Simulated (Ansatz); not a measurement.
**Tetragonal deformation path in HgTe**

Theory: DFT LDA, scalar-relativistic, plane waves, PAW (Ansatz). Cutoff 420 eV, Γ-centred 18×18×18 k-points, Gaussian smearing of 0.15 eV. Spin–orbit coupling is left out, which can shift energies with elements as heavy as these. No spin polarisation. Energies are free energies at this smearing, counted from the undisturbed cell; pressure is positive in compression.

Zero of the scan (as given, not relaxed at this level; it stands at -5.1 GPa; this form isn't the usual structure):

```yaml
crystal:
  lattice:
    - [-3.04560, 3.04560, 1.55941]
    - [3.04560, -3.04560, 1.55941]
    - [3.04560, 3.04560, -1.55941]
  atoms:
    - { symbol: Hg, position: [0.25000, 0.75000, 0.50000] }
    - { symbol: Te, position: [0.00000, 0.00000, 0.00000] }
```

At fixed volume and fractional coordinates, lengths along (0.000, 0.000, 1.000) are scaled against those across it; ρ is that ratio over its starting value. The cell is metallic on the mesh throughout.

| ρ | ΔE (meV/atom) | pressure (GPa) |
| --- | --- | --- |
| 0.800 | 187.6 | 2.5 |
| 0.850 | 98.5 | -1.2 |
| 0.920 | 34.1 | -3.7 |
| 0.960 | 8.5 | -4.6 |
| 1.000 | 0.0 | -5.1 |
| 1.050 | 0.3 | -5.2 |
| 1.100 | 1.1 | -5.2 |
| 1.200 | 13.0 | -4.5 |

Cost: 8 runs of about 14 core-minutes in all, on Intel Xeon Processor @ 2.50GHz (Skylake/Cascade Lake) (shared hosts).